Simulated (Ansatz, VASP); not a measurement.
**AlRu in VASP and in Ansatz**

```
Al Ru
1.0
     2.98365    0.00000    0.00000
     0.00000    2.98365    0.00000
     0.00000    0.00000    2.98365
Al Ru
1 1
Direct
  0.00000 0.00000 0.00000
  0.50000 0.50000 0.50000
```

Alike in both runs: functional r2SCAN; k mesh 11 × 11 × 11; occupations fermi-dirac, width 0.1 eV; no spin polarisation.

Ansatz relaxed the structure, and its values are those at the end. VASP's run is a single point on that final structure, the one shown.

```csv
,VASP,Ansatz
version,VASP 6.6.1,Ansatz 0.2.0
potentials or method,"VASP PAW PBE potentials, release 64 (Al, Ru_pv)",PAW plane waves
plane-wave cutoff (eV),520,500
valence electrons in the cell,17,19
```

VASP gave:

| Item | Value |
| --- | --- |
| pressure (GPa) | 0.1 |

**Question.** Estimate Ansatz's values.

**Answer.** Pressure (GPa): 0.0.

The two sets of potentials don't hold the same shells in valence. Ansatz warned: «stress_scf_threshold_loose».

Caveats: the PAW data sets were made with another functional, which shifts forces and pressure a little (VASP).
